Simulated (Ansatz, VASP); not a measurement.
## Cu in VASP and in Ansatz

Contents of INCAR:

```
SYSTEM = Cu
  ALGO = Normal
  EDIFF = 1E-6
  EDIFFG = -0.005
  ENCUT = 600
  GGA = PE
  IBRION = 2
  ISIF = 3
  ISMEAR = -1
  LASPH = .True.
  LCHARG = .False.
  LREAL = .False.
  LWAVE = .False.
  NELM = 60
  NSW = 60
  PREC = Accurate
  SIGMA = 0.08
```

The input KPOINTS:

```
k-points
0
Gamma
  13 13 13
  0 0 0
```

File POSCAR:

```
Cu
1.0
    0.0000000000      2.4627820114      2.4627820114
    2.4627820114      0.0000000000      2.4627820114
    2.4627820114      2.4627820114      0.0000000000
Cu
2
Direct
   -0.1250000000     -0.1250000000     -0.1250000000
    0.1250000000      0.1250000000      0.1250000000
```

Input for Ansatz:

```yaml
crystal:
  lattice:
    - [0.0, 2.4627820114, 2.4627820114]
    - [2.4627820114, 0.0, 2.4627820114]
    - [2.4627820114, 2.4627820114, 0.0]
  atoms:
    - { symbol: Cu, position: [-0.125, -0.125, -0.125] }
    - { symbol: Cu, position: [0.125, 0.125, 0.125] }
kpoints:
  mp_grid: { grid: [13, 13, 13] }
scf:
  occupations: { method: fermi_dirac, width: 0.08 }
hamiltonian:
  xc: pbe
  pseudopotentials: { kind: paw }
output:
  forces: true
  stress: true
relax:
  f_tol: 0.005
  max_steps: 40
  cell: {}
```

Alike in both runs: task relaxation of cell and atoms; functional PBE; k mesh 13 × 13 × 13; occupations fermi-dirac, width 0.08 eV; no spin polarisation.

|  | VASP | Ansatz |
| --- | --- | --- |
| version | VASP 6.6.1 | Ansatz 0.2.0 |
| potentials or method | VASP PAW PBE potentials, release 64 (Cu) | PAW with Ansatz's default frozen-core files, scalar-relativistic |
| plane-wave cutoff (eV) | 600 | 420 |
| valence electrons in the cell | 22 | 38 |

Ansatz gave:

| Quantity | Value |
| --- | --- |
| relaxed volume (Å³/atom) | 19.18 |
| relaxed cell length with the largest relative difference (Å) | 3.785 |
| energy change over the relaxation (meV/atom) | -261 |

Question: Which values does VASP return?

Answer: Relaxed volume (Å³/atom): 19.26; relaxed cell length with the largest relative difference (Å): 3.791; energy change over the relaxation (meV/atom): -270.

The two sets of potentials don't hold the same shells in valence.

Caveats: the volume moved by over 15 % at a fixed basis, so the end points are rough (VASP).
